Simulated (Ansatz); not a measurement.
We consider cubic perovskite CsPbI3 (cubic high-temperature phase), described by r²SCAN-D4 (Ansatz, a quantum-chemistry and plane-wave program, plane waves, PAW).

Run with plane-wave cutoff 560 eV, 6×6×6 k mesh, Fermi–Dirac smearing 0.01 eV, scalar-relativistic PAW data made under PBE.

The cell is scaled about its equilibrium volume:

```
V (Å³/atom)  P (GPa)  direct gap at Γ (eV)  smallest gap on the k mesh (eV)
-----------  -------  --------------------  -------------------------------
47.173          1.24                 5.002                            1.431
48.177          0.78                 4.968                            1.514
49.180          0.37                 4.936                            1.591
50.184          0.00                 4.907                            1.662
51.188         -0.33                 4.879                            1.728
52.191         -0.62                 4.852                            1.789
53.195         -0.88                 4.827                            1.845
```

The fundamental gap (1.66 eV at the equilibrium volume, with added k points) lies elsewhere than Γ–Γ.

Note: the relaxation could not lower the start's symmetry, so the cell can be a saddle point above a distorted one.

Spin–orbit coupling is not included; with these elements it can move the gap by several tenths of an eV or more.
